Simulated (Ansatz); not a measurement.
## Spin–orbit splittings in TePb

```xyz
2
Lattice="4.0023 0.0000 0.0000 0.0000 4.0023 0.0000 0.0000 0.0000 4.0023" Properties=species:S:1:pos:R:3 pbc="T T T"
Te    2.0011    2.0011    2.0011
Pb    0.0000    0.0000    0.0000
```

Atoms are numbered in the order listed.

Structure from Materials Project entry mp-20943 (possibly hypothetical), not relaxed further.

Methods: DFT, PBE, all-electron LAPW, scalar-relativistic (Ansatz 0.2.0); DFT, PBE, all-electron LAPW, Dirac equation with spin-orbit coupling (Ansatz 0.2.0).

The runs use a Γ-centred 10×10×10 k mesh, Fermi–Dirac smearing of 0.08 eV, basis error target 1 meV/atom, no spin polarisation.

Levels between -8 and 5 eV, each run counted from its own valence-band top where it has a gap, else its Fermi level. Scalar levels are listed once for both spins; with the coupling every spinor state is counted. Levels near the edges of the range can cross them.

Task: At Γ (0.000, 0.000, 0.000) the scalar-relativistic levels are -6.69, -1.50 (×3), 4.09 (×2). What are they with spin–orbit coupling?

Result: -6.56 (×2), -2.22 (×2), -1.15 (×4), 3.59 (×2), 4.17 (×4).

Task: At X (0.000, 0.500, 0.000) the scalar-relativistic levels are -0.70, -0.10 (×2), 0.27, 2.41 (×2). What are they with spin–orbit coupling?

Result: -0.93 (×2), -0.17 (×2), -0.05 (×2), 0.20 (×2), 2.04 (×2), 3.05 (×2).

Task: At M (0.500, 0.500, 0.000) the scalar-relativistic levels are -7.81, -4.32 (×2), 0.28, 3.60, 3.78 (×2). What are they with spin–orbit coupling?

Result: -7.61 (×2), -4.37 (×2), -4.31 (×2), 0.24 (×2), 2.67 (×2), 4.07 (×2), 4.40 (×2).
